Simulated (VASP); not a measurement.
Crystal: WS2.

```
CELL_PARAMETERS angstrom
1.57900 0.91164 6.16333
-1.57900 0.91164 6.16333
0.00000 -1.82327 6.16333
ATOMIC_POSITIONS crystal
W 0.00000 0.00000 0.00000
S 0.58100 0.58100 0.58100
S 0.75030 0.75030 0.75030
```

Measurements of this composition are mostly on another form, of space group No. 194.

- Program: VASP 6.6.1
- Task: single point
- Functional: PBE
- Potentials or basis: VASP PAW PBE potentials, release 64 (W_sv, S)
- Cutoff: 520 eV
- k mesh: 10 × 10 × 10
- Occupations: fermi-dirac, width 0.05 eV
- Spin: no spin polarisation

On this cell: pressure 4.5 GPa; largest force 0.611 eV/Å; band gap on the k mesh 1.08 eV, indirect (least direct gap 2.24 eV).

The same run follows on a disturbed copy (atoms moved at random, drawn with an rms of 0.05 Å):

```
W S
1.0
     1.57900    0.91164    6.16333
    -1.57900    0.91164    6.16333
     0.00000   -1.82327    6.16333
W S
1 2
Direct
  0.98702 0.01091 0.00837
  0.58570 0.58146 0.57252
  0.74750 0.73998 0.77082
```

Problem. What changes?

Solution. The energy moves by +22.9 meV/atom; pressure 1.5 GPa; largest force 1.683 eV/Å; band gap on the k mesh 0.99 eV, indirect (least direct gap 2.07 eV).

Forces in eV/Å, atoms in the order of the input:
```
W    0.964 -0.012 -1.380
S   -0.385 -0.331  1.077
S   -0.579  0.343  0.303
```

Stress tensor (GPa, compression positive):
```
 2.65 -0.91 -0.78
-0.91  2.40  3.06
-0.78  3.06 -0.46
```

Caveats: spin-orbit coupling is left out, which moves the levels of the heavy elements.

A k mesh can miss the band edges.
